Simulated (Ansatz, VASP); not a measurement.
C3N: VASP beside Ansatz

```
C N
1.0
     0.00000    2.39546    2.39546
     2.39546    0.00000    2.39546
     2.39546    2.39546    0.00000
C N
3 1
Direct
  0.25000 0.25000 0.25000
  0.75000 0.75000 0.75000
  0.50000 0.50000 0.50000
  0.00000 0.00000 0.00000
```

Change from the starting cell: species swapped into the Ta3Os type (Fm-3m, No. 225).

Alike in both runs: functional PBE; k mesh 6 × 6 × 6; occupations gaussian, width 0.1 eV; no spin polarisation.

Ansatz relaxed the structure, and its values are those at the end. VASP's run is a single point on that final structure, the one shown.

|  | VASP | Ansatz |
| --- | --- | --- |
| version | VASP 6.6.1 | Ansatz 0.2.0 |
| potentials or method | VASP PAW PBE potentials, release 64 (C, N) | scalar-relativistic, plane waves, PAW |
| plane-wave cutoff (eV) | 520 | 420 |
| valence electrons in the cell | 17 | 17 |

|  | VASP | Ansatz | Ansatz less VASP |
| --- | --- | --- | --- |
| gap on the k mesh at the Fermi level (eV) | none | none | - |
| pressure (GPa) | 0.0 | 0.0 | 0.00 |

A gap of «none» marks a metal or a gap that the smearing closes.

Caveats: the k mesh is coarse (spacing up to 0.38 Å⁻¹), so the values aren't converged.
